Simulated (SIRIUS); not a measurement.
# GaAs under changes of volume

One of the cells (23.041 Å³/atom); the others are scaled copies at fixed shape and fractional positions:

```
As Ga
1.0
     0.00000    2.84557    2.84557
     2.84557    0.00000    2.84557
     2.84557    2.84557    0.00000
As Ga
1 1
Direct
  0.75000 0.75000 0.75000
  0.00000 0.00000 0.00000
```

* Program: SIRIUS 7.12.0
* Functional: PBEsol
* Potentials or basis: all-electron FP-LAPW
* Cutoff: 193 eV
* Basis: apw+lo standard
* k mesh: 8 × 8 × 8
* Occupations: fermi-dirac, width 0.05 eV
* Spin: no spin polarisation

```tsv
volume (Å³/atom)	energy over the lowest point (meV/atom)	gap on the mesh (eV)
21.234	?	?
21.686	8.10	0.75
22.138	1.50	0.60
23.041	0.00	0.30
23.493	5.34	0.16
23.945	13.68	none
```

Q: What does the run at 21.234 Å³/atom give?

A: Energy over the lowest point 19.60 meV/atom; gap on the mesh 0.91 eV.

Worked out: A Birch-Murnaghan fit of order 3 (a polynomial in V^(-2/3)) to the other rows has its minimum at 22.66 Å³/atom with B0 = V·E''(V) = 69 GPa (rough, since the energies scatter). It gives 19.12 meV/atom at 21.234 Å³/atom, against the run's 19.60.

Energies are extrapolated to zero smearing.

Spin-orbit coupling on As, Ga is left out.

A gap of «none» marks a metal or a gap under the smearing width.
